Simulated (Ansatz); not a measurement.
A single-point calculation of SiC built on the zincblende prototype with the plane-wave code Ansatz, at the level HSE06. The cell was relaxed with r2SCAN and then strained (epitaxial +3.0 % in the xy plane, free normal strain -2.00 %), with the atoms relaxed again with r2SCAN; k points keep the names of the unstrained zone.

input.yaml:
```yaml
crystal:
  lattice:
    - [0.0, 2.2433939216, 2.1344407454]
    - [2.2433939216, 0.0, 2.1344407454]
    - [2.2433939216, 2.2433939216, 0.0]
  atoms:
    - { symbol: Si, position: [0.0, 0.0, 0.0] }
    - { symbol: C, position: [0.25, 0.25, 0.25] }
kpoints:
  mp_grid: { grid: [8, 8, 8] }
  band_path:
    path:
      - [0.0, 0.0, 0.0]
      - [-0.5, -0.5, 0.0]
      - [-0.375, -0.375, 0.25]
      - [-0.375, 0.0, 0.375]
      - [0.0, 0.0, 0.5]
      - [-0.5, -0.25, 0.25]
    npoints: 1
hamiltonian:
  xc: hse06
scf:
  occupations: { method: fixed }
  n_extra_bands: 4
output:
  forces: true
  stress: true
  eigenvalues: true
```

Wall time 15 s on 1 × NVIDIA H100 80GB HBM3 with 2 threads of AMD EPYC 7R13 Processor (Zen 3), on a shared host, load about 3.8 per core; peak host memory 2.2 GiB.

Q: Predict the output.

A: What the program printed (shortened):
```
scf.n_extra_bands = 4 over 4 filled bands (N_el = 8.0): the run solves 8 bands
Pseudopotential: Si, paw, valence charge 4, recommended cutoff 420 eV (normal)
Pseudopotential: C, paw, valence charge 4, recommended cutoff 420 eV (normal)
Functional definition: HSE06
Crystal: 2 atoms, lattice volume = 21.484 Å³
Basis set: ecut = 420 eV, 411 PW (Γ)
Symmetry: 8 space group operations
Space group: I-4m2 (ITA 119)
k-points: 59 of 512 (time reversal used)
[warm-up without exact exchange]
SCF iter   1: HF=-887.122959 eV  Δρ=2.18e-3  dr2=1.02e-3
SCF iter   2: HF=-887.122845 eV  Δρ=7.55e-4  dr2=6.97e-5
SCF 1 stopped early in 2 iterations: F = -887.122859 eV  dr2 = 6.97e-5
[exact exchange on]
Exchange kernel: α = 0.2500, screened, ω = 0.2079 Å⁻¹, Wigner–Seitz truncation, v(0) = 1046.7665 eV·Å³, q-mesh 8×8×8
SCF iter   1: HF=-887.734947 eV  Δρ=5.50e-3  dr2=4.28e-3
SCF iter   2: HF=-887.733249 eV  Δρ=2.57e-3  dr2=9.16e-4
SCF iter   3: HF=-887.735267 eV  Δρ=7.59e-4  dr2=1.41e-4
SCF iter   4: HF=-887.735225 eV  Δρ=2.33e-4  dr2=1.44e-5
SCF iter   5: HF=-887.735241 eV  Δρ=9.86e-5  dr2=1.66e-6
SCF 2 stopped early in 5 iterations: F = -887.735241 eV  dr2 = 1.66e-6
hybrid outer 1: dexx = +2.547e-3 eV, tail = 5.52e-6 eV
SCF iter   1: HF=-887.735233 eV  Δρ=3.79e-5  dr2=2.87e-7
SCF iter   2: HF=-887.735233 eV  Δρ=9.08e-6  dr2=1.38e-8
SCF iter   3: HF=-887.735233 eV  Δρ=2.31e-6  dr2=5.23e-9
SCF 3 converged in 3 iterations: F = -887.735233 eV  dr2 = 5.23e-9
hybrid outer 2: dexx = +3.254e-8 eV, tail = 1.10e-8 eV, Δε = 1.27e-3 eV
hybrid SCF converged: 2 outer / 8 inner (+2 warm-up)
Free energy (F): -887.735233 eV
Fermi energy:    8.642953 eV
--- Stress (GPa, compression-positive) ---
      -13.652958       0.000000       0.000000
        0.000000     -13.652958       0.000000
        0.000000       0.000000      -1.314805
  P = ⅓ Tr σ = -9.5402 GPa (-95.402 kbar)
```
Iteration counts and the last digits belong to this one run.

Levels at the listed points, from bands.tsv (eV from the Fermi energy, bands near the gap, counted from 0):
```tsv
# k_distance	band_0	band_1	band_2	band_3	band_4	band_5	band_6	band_7
# fermi_ev = 8.642953
# [0, 0, 0] at k_distance = 0.000000
# [-0.5, -0.5, 0] at k_distance = 1.471858
# [-0.375, -0.375, 0.25] at k_distance = 1.966965
# [-0.375, 0, 0.375] at k_distance = 2.831965
# [0, 0, 0.5] at k_distance = 3.696966
# [-0.5, -0.25, 0.25] at k_distance = 4.712768
# levels_relative_to = fermi_ev
0.000	-16.889	-0.321	-0.321	0.000	6.809	8.010	8.158	8.158
1.472	-11.405	-8.194	-3.991	-3.991	1.744	4.416	15.083	15.083
1.967	-11.574	-7.796	-5.983	-3.363	3.419	7.982	12.778	13.591
2.832	-11.733	-8.230	-6.057	-2.812	4.053	8.912	12.546	13.589
3.697	-13.181	-9.345	-1.663	-1.069	5.866	7.711	8.659	11.133
4.713	-11.407	-7.812	-5.402	-5.087	5.797	9.768	9.961	10.685
```
In order the rows are Γ, X, U, K, L, W.

The HSE06 gap is indirect, 1.74 eV (Γ to X), below the direct gap of 5.60 eV at X (0, -1/2, -1/2). Edges are sought over the mesh and the listed points. The mean pressure at these positions is -9.5 GPa, compression counted positive. (The program warns that its thresholds are loose for a hybrid's stress.)

Spin-unpolarised throughout; all numbers are computed.

The meshes of the hybrids are coarse, so their gaps aren't converged to the digits shown.
